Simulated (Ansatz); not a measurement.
# CdO: the cost of one run

Method: reference: DFT r2SCAN, plane waves, PAW, scalar-relativistic, no spin polarisation, in Ansatz 0.2.0.

1 further run of the same task is left out (it didn't finish).

**1. The starting structure**

Symmetry: Fm-3m, No. 225, cubic system. Conventional cell: a = 4.687 Å, b = 4.687 Å, c = 4.687 Å, α = 90.00°, β = 90.00°, γ = 90.00°. Around Cd (site symmetry m-3m) lie 6 O at 2.34 Å. O (site symmetry m-3m) is surrounded by 6 Cd at 2.34 Å.

Coordinates:

```
CELL_PARAMETERS angstrom
0.00000 2.34361 2.34361
2.34361 0.00000 2.34361
2.34361 2.34361 0.00000
ATOMIC_POSITIONS crystal
Cd 0.00000 0.00000 0.00000
O 0.50000 0.50000 0.50000
```

**2. Baseline**

Contents of input.yaml:

```yaml
crystal:
  lattice:
    - [0.0, 2.34361181, 2.34361181]
    - [2.34361181, 0.0, 2.34361181]
    - [2.34361181, 2.34361181, 0.0]
  atoms:
    - { symbol: Cd, position: [0.0, 0.0, 0.0] }
    - { symbol: O, position: [0.5, 0.5, 0.5] }
  symmetry: { tolerance: 0.0003 }
kpoints:
  mp_grid: { grid: [7, 7, 7], shift: [0, 0, 0] }
magnetization:
  spin_polarized: false
scf:
  occupations: { method: fermi_dirac, width: 0.1068 }
hamiltonian:
  pseudopotentials: { kind: paw }
  xc: r2scan
basis:
  ecutwfc: 500
output:
  forces: true
  stress: true
  eigenvalues: true
  write_density: true
  write_potential: true
  elf: true
  volumetric_format: npy
```

Launch:

```bash
$ ansatz run input.yaml --threads 1 --pin off --max-ram 2560MiB --backend cpu --events-out ev --progress --plain --runs-dir out
```

**Question.** How long does this run take on 1 thread of Intel Xeon Platinum 8259CL at 2.50GHz (Skylake/Cascade Lake), shared host, and how much memory does it need?

About 2.4 s, with a peak of 0.4 GiB.
